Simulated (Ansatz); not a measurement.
# Mo (omega type): a single-point run

Aim: a sound single-point run of Mo (omega type). The structure is shown as the input types it.

Computed with Ansatz 0.2.0 (Kohn-Sham DFT, with the functional, basis and potentials that each input names (as first typed), unless a step's input says otherwise).

2 further runs of the same task are left out: 1 for a known fault of the program, 1 that didn't finish.

## 1. The system as given

Symmetry: P6/mmm, No. 191, hexagonal system. Conventional cell: a = 3.837 Å, b = 3.837 Å, c = 2.278 Å, α = 90.00°, β = 90.00°, γ = 120.00°. Mo (site symmetry 6/mmm) is surrounded by 14 Mo at 2.28 to 2.49 Å. Mo (site symmetry -6m2) has 11 Mo at 2.22 to 2.49 Å as nearest neighbours.

As a file:

```cif
data_structure
_symmetry_space_group_name_H-M 'P6/mmm'
_symmetry_Int_Tables_number 191
_cell_length_a 3.8374
_cell_length_b 3.8374
_cell_length_c 2.2775
_cell_angle_alpha 90.000
_cell_angle_beta 90.000
_cell_angle_gamma 120.000
_cell_volume 29.04
loop_
_atom_site_label
_atom_site_type_symbol
_atom_site_symmetry_multiplicity
_atom_site_Wyckoff_symbol
_atom_site_fract_x
_atom_site_fract_y
_atom_site_fract_z
_atom_site_occupancy
Mo1 Mo 1 a 0.00000 0.00000 0.00000 1
Mo2 Mo 2 d 0.33333 0.66667 0.50000 1
```

## 2. The run

input.yaml reads:

```yaml
crystal:
  lattice:
    - [3.83735035, 0.0, 0.0]
    - [-1.918675175, 3.3232428863, 0.0]
    - [0.0, 0.0, 2.2775234214]
  atoms:
    - { symbol: Mo, position: [0.0, 0.0, 0.0] }
    - { symbol: Mo, position: [0.3333333333, 0.6666666667, 0.5] }
    - { symbol: Mo, position: [0.6666666667, 0.3333333333, 0.5] }
kpoints:
  mp_grid: { grid: [9, 9, 12] }
scf:
  occupations: { method: fermi_dirac, width: 0.08 }
  max_iter: 100
hamiltonian:
  xc: pbe
  pseudopotentials: { kind: all_electron, lapw: { basis_error: 0.001 } }
  hubbard: { sites: [{ species: Mo, l: f, u_eff: 4.0 }] }
output:
  forces: true
  stress: true
  eigenvalues: true
  populations: true
```

On the command line:

```bash
$ ansatz run input.yaml --threads 1 --pin off --max-ram 3072MiB --backend cpu --events-out ev --progress --plain --runs-dir out
```

What happens when this is run?

Nothing was computed: the input was turned down at the start. It says: «invalid value for `hamiltonian.pseudopotentials.projection_atoms`: `1s2 2s2 2p6 3s2 3p6 3d10 4s2 4p6 4d5 4f0 5s1` of Mo: PBE doesn't bind the shell 4f of the free atom, whose level lies at +1.05 eV. Type another configuration»

In the input, hamiltonian.hubbard.sites is [{species: Mo, l: f, u_eff: 4.0}]. The Hubbard term names a species or shell that the system's potentials don't have.

The cure: delete hamiltonian.hubbard.sites.
